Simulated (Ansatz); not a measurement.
The system is SnSe.

```
Sn Se
1.0
     0.00000    3.01000    3.01000
     3.01000    0.00000    3.01000
     3.01000    3.01000    0.00000
Sn Se
1 1
Direct
  0.00000 0.00000 0.00000
  0.50000 0.50000 0.50000
```

Measurements of this composition are mostly on another form, of space group No. 62.

| Quantity | Value |
| --- | --- |
| Program | Ansatz 0.2.0 |
| Task | relaxation of cell and atoms |
| Functional | RPBE |
| Dispersion | D4 |
| Potentials or basis | Ansatz PAW |
| Cutoff | 420 eV (not typed: the program's choice for these potentials) |
| k mesh | 8 × 8 × 8 |
| Occupations | fermi-dirac, width 0.05 eV |
| Spin | no spin polarisation |

At the start: volume 27.27 Å³/atom.

Q: Where does the relaxation end?

A: It ends after 5 steps and the volume is 26.28 Å³/atom (-3.6 %); space group Fm-3m (No. 225, to 0.05 Å).

The path:
| step | energy change (eV) | largest force (eV/Å) | volume (Å³) |
| --- | --- | --- | --- |
| 1 | 0.0000 | 0.0000 | 54.54 |
| 2 | -0.0108 | 0.0000 | 52.09 |
| 3 | -0.0114 | 0.0000 | 52.64 |
| 4 | -0.0114 | 0.0000 | 52.56 |
| 5 | -0.0111 | 0.0000 | 52.56 |

Final structure:
```xyz
2
Lattice="0.0000 2.9732 2.9732 2.9732 0.0000 2.9732 2.9732 2.9732 0.0000" Properties=species:S:1:pos:R:3 pbc="T T T"
Sn    0.0000    0.0000    0.0000
Se    2.9732    2.9732    2.9732
```

Caveat: the plane-wave basis is chosen anew once the cell has moved, so the energies of steps on either side of that aren't comparable; the PAW data sets come from PBE, with cores solved anew for the run's functional, which leaves a small shift of forces and pressure.
